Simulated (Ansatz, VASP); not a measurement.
**Two plane-wave programs on BN**

```
B N
1.0
     2.50003    0.00000    0.00000
    -1.25002    2.16509    0.00000
     0.00000    0.00000    6.88560
B N
2 2
Direct
  0.33333 0.66667 0.00000
  0.66667 0.33333 0.50000
  0.33333 0.66667 0.50000
  0.66667 0.33333 0.00000
```

Alike in both runs: functional r2SCAN; k mesh 15 × 15 × 6; occupations gaussian, width 0.02 eV; no spin polarisation.

Ansatz relaxed the structure, and its values are those at the end. VASP's run is a single point on that final structure, the one shown.

|  | VASP | Ansatz |
| --- | --- | --- |
| version | VASP 6.6.1 | Ansatz 0.2.0 |
| potentials or method | VASP PAW PBE potentials, release 64 (B, N) | scalar-relativistic, plane waves, PAW |
| plane-wave cutoff (eV) | 520 | 600 |
| valence electrons in the cell | 16 | 16 |

|  | VASP | Ansatz | Ansatz less VASP |
| --- | --- | --- | --- |
| gap on the k mesh at the Fermi level (eV) | 4.98 | 4.94 | -0.044 |
| least direct gap on the mesh (eV) | 5.38 | 5.31 | -0.065 |
| pressure (GPa) | 0.6 | 0.0 | -0.62 |

The functional is the same, so the differences come from potentials, cutoffs and numerics.

Caveats: the PAW data sets were made with another functional, which shifts forces and pressure a little (VASP); an odd mesh through Γ misses points on the zone boundary, where band edges often lie. r2SCAN opens gaps a little over a GGA but as a rule still falls short of measured ones.
